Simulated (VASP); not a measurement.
# SnO2 (Cassiterite) (P4_2/mnm) in VASP: a series of runs

One crystal, SnO2 (Cassiterite), is run at these levels: LDA, PBE; tasks: single point.

Program: VASP 6.6.1. These are calculated values, not measurements. Logs are shortened: lines on timing, memory, paths and dates and some standing lists are left out, and cuts for length are marked.

## 1. Starting point

Symmetry: P4_2/mnm, No. 136, tetragonal system. Conventional cell: a = 4.738 Å, b = 4.738 Å, c = 3.187 Å, α = 90.00°, β = 90.00°, γ = 90.00°. Sn (site symmetry mmm) is surrounded by 6 O at 2.05 to 2.06 Å. O (site symmetry m2m) has 3 Sn at 2.05 to 2.06 Å as nearest neighbours.

## 2. Single point, LDA

INCAR

```
  PREC = Accurate
  ENCUT = 500
  EDIFF = 1E-7
  ISMEAR = 0
  SIGMA = 0.05
  LREAL = Auto
  LASPH = T
  NELM = 100
  ALGO = Normal
  ISIF = 2
  LWAVE = F
  LCHARG = F
  GGA = CA
  NBANDS = 35
  ADDGRID = F
```

KPOINTS

```
Automatic mesh
0
Gamma
  6 6 9
```

POSCAR

```
SnO2
1.0
    4.7380000000      0.0000000000      0.0000000000
    0.0000000000      4.7380000000      0.0000000000
    0.0000000000      0.0000000000      3.1865000000
Sn O
2 4
Direct
    0.5083380000      0.5032920000      0.5086530000
   -0.0051220000      0.0135540000     -0.0007820000
    0.8109230000      0.1826710000      0.5004320000
    0.6982190000      0.6813010000      0.0618330000
    0.2015220000      0.8103230000      0.4933280000
    0.2970720000      0.3208310000      0.0016070000
```

Potentials or basis: VASP PAW LDA potentials, release 64 (Sn_d, O).

On the command line:

```bash
> cat potpaw_LDA.64/Sn_d/POTCAR potpaw_LDA.64/O/POTCAR > POTCAR
> mpirun -np 1 vasp_std > vasp.out
```

OUTCAR:

```text
PREC = Accurate
   ENCUT = 500
   EDIFF = 1E-7
   ISMEAR = 0
   LREAL = Auto
   LASPH = T
   NELM = 100
   ISIF = 2
   GGA = CA

 Found    164 irreducible k-points:

 Following reciprocal coordinates:
            Coordinates               Weight
  0.000000  0.000000  0.000000      1.000000
  0.166667  0.000000  0.000000      2.000000
  0.000000  0.166667  0.000000      2.000000
  0.333333  0.000000  0.000000      2.000000
  0.000000  0.333333  0.000000      2.000000
  0.500000  0.000000  0.000000      1.000000
   k-points           NKPTS =    164   k-points in BZ     NKDIM =    164   number of bands    NBANDS=     35
   number of dos      NEDOS =    301   number of ions     NIONS =      6
   total plane-waves  NPLWV =  31104
   dimension x,y,z NGX =    36 NGY =   36 NGZ =   24
   dimension x,y,z NGXF=    72 NGYF=   72 NGZF=   48
   ions per type =               2   4
   NGX,Y,Z   is equivalent  to a cutoff of  12.63, 12.63, 12.52 a.u.
   NGXF,Y,Z  is equivalent  to a cutoff of  25.26, 25.26, 25.04 a.u.
 SYSTEM =  unknown system
   PREC   = accura    normal or accurate (medium, high low for compatibility)
   ISTART =      0    job   : 0-new  1-cont  2-samecut
   ICHARG =      2    charge: 1-file 2-atom 10-const
   ISPIN  =      1    spin polarized calculation?
   LNONCOLLINEAR =      F non collinear calculations
   LSORBIT =      F    spin-orbit coupling
   LASPH  =      T    aspherical Exc in radial PAW
   ENCUT  =  500.0 eV  36.75 Ry    6.06 a.u.   8.64  8.64  5.81*2*pi/ulx,y,z
   NELM   =    100;   NELMIN=  2; NELMDL= -5     # of ELM steps
   EDIFF  = 0.1E-06   stopping-criterion for ELM
   LREAL  =      T    real-space projection
   EDIFFG = 0.1E-05   stopping-criterion for IOM
   NSW    =      0    number of steps for IOM
   IBRION =     -1    ionic relax: 0-MD 1-quasi-New 2-CG
   NFREE  =      0    steps in history (QN), initial steepest desc. (CG)
   ISIF   =      2    stress and relaxation
   ISYM   =      2    0-nonsym 1-usesym 2-fastsym
   POTIM  = 0.5000    time-step for ionic-motion
   TEBEG  =    0.0;   TEEND  =   0.0 temperature during run
   PSTRESS=    0.0 pullay stress
   NELECT =      52.0000    total number of electrons
   NUPDOWN=      -1.0000    fix difference up-down
   EMIN   =  10.00;   EMAX   =-10.00  energy-range for DOS
   EFERMI =   0.00;   METHOD = LEGACY
   ISMEAR =     0;   SIGMA  =   0.05  broadening in eV -4-tet -1-fermi 0-gaus
   EFERMI_NEDOS =   21; number of points for ismear=-14 and -15
   IALGO  =     38    algorithm
   IMIX   =      4    mixing-type and parameters
     AMIX     =   0.40;   BMIX     =  1.00
     AMIX_MAG =   1.60;   BMIX_MAG =  1.00
  volume/ion in A,a.u.               =      11.92        80.45
  Fermi-wavevector in a.u.,A,eV,Ry     =   1.472000  2.781677 29.480903  2.166785
  Thomas-Fermi vector in A             =   2.587068
   LORBIT       =      0    0 simple, 1 ext, 2 COOP (PROOUT), +10 PAW based schemes
   GGA     = CA    functional components
   LHFCALC =     F    Hartree Fock is set to
   AEXX    =    0.0000 exact exchange contribution
   IVDW    =     0    specifies the selected vdW correction
   LEPSILON=     F    determine dielectric tensor
   LRPA    =     F    only Hartree local field effects (RPA)
 non-spin polarized calculation
 Gauss-broadening in eV      SIGMA  =   0.05
  energy-cutoff  :      500.00
  volume of cell :       71.53
 maximum number of plane-waves:      1835
 NGX is ok and might be reduce to    36
   NGX = 17   NGY = 17   NGZ = 11

 number of electron      51.9999999 magnetization

 Free energy of the ion-electron system (eV)
  ---------------------------------------------------
  ext. energy  EPLUGINS =         0.00000000
  ---------------------------------------------------
  free energy    TOTEN  =       -41.83528676 eV

  energy without entropy =      -41.83528676  energy(sigma->0) =      -41.83528676

 E-fermi :   6.2424     XC(G=0): -11.7927

 val. band max:        5.9663544093   @ k =   0.0000   0.0000   0.0000
 cond. band min:       7.0597745137   @ k =   0.0000   0.0000   0.0000
 fundamental gap:      1.0934201044
 Fermi energy:         6.2423880053

 k-point     1 :       0.0000    0.0000    0.0000
  band No.  band energies     occupation
      1     -15.2100      2.00000
      2     -14.5728      2.00000
      3     -14.1435      2.00000
      4     -14.1312      2.00000
      5     -14.1106      2.00000
      6     -13.9735      2.00000
[... 27 lines left out ...]
     34      17.7137      0.00000
     35      18.1060      0.00000

 k-point     2 :       0.1667    0.0000    0.0000
  band No.  band energies     occupation
      1     -15.1721      2.00000
      2     -14.6038      2.00000
      3     -14.1576      2.00000
      4     -14.1298      2.00000
      5     -14.1058      2.00000
      6     -14.0032      2.00000
[... 27 lines left out ...]
     34      17.7292      0.00000
     35      18.0815      0.00000

 k-point     3 :       0.0000    0.1667    0.0000
  band No.  band energies     occupation
      1     -15.1722      2.00000
      2     -14.6075      2.00000
      3     -14.1486      2.00000
      4     -14.1296      2.00000
      5     -14.1102      2.00000
      6     -14.0039      2.00000
[... 27 lines left out ...]
     34      17.6426      0.00000
     35      18.0636      0.00000

 k-point     4 :       0.3333    0.0000    0.0000
  band No.  band energies     occupation
      1     -15.0654      2.00000
      2     -14.7101      2.00000
      3     -14.1852      2.00000
      4     -14.1267      2.00000
      5     -14.0962      2.00000
      6     -14.0456      2.00000
[... 27 lines left out ...]
     34      17.7522      0.00000
     35      18.2367      0.00000

 k-point     5 :       0.0000    0.3333    0.0000
  band No.  band energies     occupation
      1     -15.0649      2.00000
      2     -14.7212      2.00000
      3     -14.1592      2.00000
      4     -14.1265      2.00000
      5     -14.1105      2.00000
      6     -14.0471      2.00000
[... 27 lines left out ...]
     34      17.8175      0.00000
     35      18.0506      0.00000

 k-point     6 :       0.5000    0.0000    0.0000
  band No.  band energies     occupation
      1     -14.9526      2.00000
      2     -14.8294      2.00000
      3     -14.1968      2.00000
      4     -14.1252      2.00000
      5     -14.0892      2.00000
      6     -14.0618      2.00000
[... 27 lines left out ...]
     34      18.1544      0.00000
     35      18.4513      0.00000

 [... further k-points ...]
[... 5 lines left out ...]
  --------------------------------------------------------------------------------------
  -------------------------------------------------------------------------------------
  Total        0.8180994      0.7363884      2.5189782      0.3780913     -1.5225374     -1.5006615
  in kB       18.3236772     16.4935248     56.4197238      8.4684372    -34.1015813    -33.6116072
  external PRESSURE =      30.4123086 kB  Pullay stress =       0.0000000 kB

 VOLUME and BASIS-vectors are now :
 -----------------------------------------------------------------------------
  energy-cutoff  :      500.00
  volume of cell :       71.53
      direct lattice vectors                 reciprocal lattice vectors
     4.738000000  0.000000000  0.000000000     0.211059519  0.000000000  0.000000000
     0.000000000  4.738000000  0.000000000     0.000000000  0.211059519  0.000000000
     0.000000000  0.000000000  3.186500000     0.000000000  0.000000000  0.313823945

 POSITION                                       TOTAL-FORCE (eV/Angst)
 -----------------------------------------------------------------------------------
      2.40851      2.38460      1.62082        -1.682909     -0.768975      2.129767
      4.71373      0.06422      3.18401         1.480004     -1.869852      0.055398
      3.84215      0.86550      1.59463        -1.303297      1.037935      0.297721
      3.30816      3.22800      0.19703         1.532205      1.388032     -3.067069
      0.95481      3.83931      1.57199        -0.341265      0.423279      0.540840
      1.40753      1.52010      0.00512         0.315262     -0.210418      0.043343
 -----------------------------------------------------------------------------------
    total drift:                                0.009198      0.000688      0.000276

  FREE ENERGIE OF THE ION-ELECTRON SYSTEM (eV)
  ---------------------------------------------------
  free  energy   TOTEN  =       -41.8352867612 eV

  energy  without entropy=      -41.8352867612  energy(sigma->0) =      -41.83528676
```

It took 8.4 min on 1 thread of Intel Xeon Platinum 8259CL at 2.50GHz (Skylake/Cascade Lake), shared host; peak memory 0.32 GiB.

The run converged, but some of its settings lie outside the range that counts as converged, so its numbers aren't taken as properties of the crystal.

What came out:

| Quantity | Value |
| --- | --- |
| Free energy | -41.8353 eV |
| Pressure | 3.0 GPa |
| Largest force | 3.699 eV/Å |
| Band gap on the k mesh | 1.09 eV, direct |

Caveat: spin-orbit coupling is left out, which moves the levels of the heavy elements.

## 3. Single point, LDA

Changes to INCAR since step 2:

```diff
@@ -1,3 +1,3 @@
   PREC = Accurate
-  ENCUT = 500
+  ENCUT = 400
   EDIFF = 1E-7
@@ -5,3 +5,3 @@
   SIGMA = 0.05
-  LREAL = Auto
+  LREAL = F
   LASPH = T
```

KPOINTS

```
Automatic mesh
0
Gamma
  7 7 10
```

POSCAR is that of step 2.

Potentials or basis: VASP PAW LDA potentials, release 64 (Sn_d, O).

On the command line:

```bash
> cat potpaw_LDA.64/Sn_d/POTCAR potpaw_LDA.64/O/POTCAR > POTCAR
> mpirun -np 1 vasp_std > vasp.out
```

OUTCAR:

```text
PREC = Accurate
   ENCUT = 400
   EDIFF = 1E-7
   ISMEAR = 0
   LREAL = F
   LASPH = T
   NELM = 100
   ISIF = 2
   GGA = CA

 Found    246 irreducible k-points:

 Following reciprocal coordinates:
            Coordinates               Weight
  0.000000  0.000000  0.000000      1.000000
  0.142857  0.000000  0.000000      2.000000
  0.000000  0.142857  0.000000      2.000000
  0.285714  0.000000  0.000000      2.000000
  0.000000  0.285714  0.000000      2.000000
[... 310 lines left out ...]
  -------------------------------------------------------------------------------------
  Total       -1.6177354     -1.6898136      0.2328703      0.3782668     -1.5286733     -1.5065858
  in kB      -36.2338130    -37.8482099      5.2157965      8.4723661    -34.2390118    -33.7442985
  external PRESSURE =     -22.9554088 kB  Pullay stress =       0.0000000 kB

 VOLUME and BASIS-vectors are now :
 -----------------------------------------------------------------------------
  energy-cutoff  :      400.00
  volume of cell :       71.53
      direct lattice vectors                 reciprocal lattice vectors
     4.738000000  0.000000000  0.000000000     0.211059519  0.000000000  0.000000000
     0.000000000  4.738000000  0.000000000     0.000000000  0.211059519  0.000000000
     0.000000000  0.000000000  3.186500000     0.000000000  0.000000000  0.313823945

 POSITION                                       TOTAL-FORCE (eV/Angst)
 -----------------------------------------------------------------------------------
      2.40851      2.38460      1.62082        -1.683847     -0.762076      2.123553
      4.71373      0.06422      3.18401         1.482740     -1.867721      0.058301
      3.84215      0.86550      1.59463        -1.305056      1.043429      0.300598
      3.30816      3.22800      0.19703         1.526848      1.393760     -3.064409
      0.95481      3.83931      1.57199        -0.333099      0.416497      0.542524
      1.40753      1.52010      0.00512         0.312414     -0.223889      0.039434
 -----------------------------------------------------------------------------------
    total drift:                               -0.001989     -0.001592     -0.000274

  FREE ENERGIE OF THE ION-ELECTRON SYSTEM (eV)
  ---------------------------------------------------
  free  energy   TOTEN  =       -41.9107290977 eV

  energy  without entropy=      -41.9107290977  energy(sigma->0) =      -41.91072910
```

It took 6.2 min on 1 thread of Intel Xeon Platinum 8259CL at 2.50GHz (Skylake/Cascade Lake), shared host; peak memory 0.39 GiB.

The run converged, but some of its settings lie outside the range that counts as converged, so its numbers aren't taken as properties of the crystal.

Results:

```
Free energy            : -41.9107 eV
Largest force          : 3.697 eV/Å
Band gap on the k mesh : 1.09 eV, direct
```

Caveat: the cutoff is under 1.25 times the usual one of these potentials, so pressure, stress and relaxed cells hold a basis-set (Pulay) error; spin-orbit coupling is left out, which moves the levels of the heavy elements.

## 4. Single point, PBE

INCAR

```
PREC = Accurate
ENCUT = 520
EDIFF = 1E-7
ISMEAR = 0
SIGMA = 0.013000000000000001
LREAL = F
LASPH = T
NELM = 80
ALGO = Normal
ISIF = 2
LWAVE = F
LCHARG = F
GGA = PE
NBANDS = 35
```

KPOINTS

```
Automatic mesh
0
Gamma
  6 6 8
```

POSCAR

```
SnO2
1.0
    4.7380000000      0.0000000000      0.0000000000
    0.0000000000      4.7380000000      0.0000000000
    0.0000000000      0.0000000000      3.1865000000
Sn O
2 4
Direct
    0.5000000000      0.5000000000      0.5000000000
    0.0000000000      0.0000000000      0.0000000000
    0.8071000000      0.1929000000      0.5000000000
    0.6929000000      0.6929000000      0.0000000000
    0.1929000000      0.8071000000      0.5000000000
    0.3071000000      0.3071000000      0.0000000000
```

Potentials or basis: VASP PAW PBE potentials, release 64 (Sn_d, O).

On the command line:

```bash
> cat potpaw_PBE.64/Sn_d/POTCAR potpaw_PBE.64/O/POTCAR > POTCAR
> mpirun -np 1 vasp_std > vasp.out
```

Run time: 44 s. Hardware: 1 thread of Intel Xeon 6975P-C (Granite Rapids), shared host; peak memory 0.23 GiB.

Results (log left out):

- Free energy: -37.1595 eV
- Pressure: 11.8 GPa
- Largest force: 0.294 eV/Å
- Band gap on the k mesh: 1.27 eV, direct

Forces in eV/Å, atoms in the order of the input:
```
Sn   0.000  0.000  0.000
Sn   0.000  0.000  0.000
O   -0.208  0.208  0.000
O    0.208  0.208  0.000
O    0.208 -0.208  0.000
O   -0.208 -0.208  0.000
```

Stress tensor (GPa, compression positive):
```
10.70  0.00  0.00
 0.00 10.70  0.00
 0.00  0.00 14.00
```

Levels at points of the mesh, in eV from the valence-band top:
| k point | band 24 | band 25 | band 26 | band 27 | band 28 | band 29 |
| --- | --- | --- | --- | --- | --- | --- |
| (0.00, 0.00, 0.00) | -0.78 | -0.78 | 0.00 | 1.27 | 6.15 | 6.35 |
| (0.50, 0.00, 0.00) | -1.19 | -0.64 | -0.64 | 4.44 | 4.44 | 7.09 |
| (0.50, 0.50, 0.00) | -1.31 | -0.90 | -0.90 | 4.84 | 4.84 | 7.53 |
| (0.00, 0.00, 0.50) | -1.66 | -1.26 | -1.26 | 6.23 | 6.23 | 9.78 |
| (0.50, 0.00, 0.50) | -1.10 | -0.69 | -0.69 | 6.51 | 6.51 | 8.07 |
| (0.50, 0.50, 0.50) | -0.97 | -0.84 | -0.84 | 4.92 | 4.92 | 8.88 |

Caveat: spin-orbit coupling is left out, which moves the levels of the heavy elements.
